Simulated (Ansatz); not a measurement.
Crystal: MgO.

```xyz
2
Lattice="0.0000 2.0970 2.0970 2.0970 0.0000 2.0970 2.0970 2.0970 0.0000" Properties=species:S:1:pos:R:3 pbc="T T T"
Mg    0.0000    0.0000    0.0000
O     2.0970    2.0970    2.0970
```

The cell is a database's computed one.

Base run:

```yaml
Program: Ansatz 0.2.0
Functional: LDA
Potentials_or_basis: Ansatz PAW
Cutoff: 420 eV
Density_cutoff: 1680 eV
k_mesh: 11 × 11 × 11
Occupations: fermi-dirac, width 0.05 eV
Spin: no spin polarisation
```

Its results: band gap on the k mesh 4.78 eV, direct; pressure -4.1 GPa.

Q: The run is repeated on the same cell with these changes: functional from LDA to r2SCAN; cutoff from 420 eV to 500 eV; density cutoff from 1680 eV to 2000 eV. What comes out?

A: Band gap on the k mesh 5.76 eV, direct; pressure 1.3 GPa.

r2SCAN gives the wider gap, since meta-GGAs in the generalised Kohn-Sham scheme recover part of the derivative discontinuity.

Caveats: the PAW data sets come from PBE, with cores solved anew for the run's functional, which leaves a small shift of forces and pressure.

Not every run made on this cell is shown here.
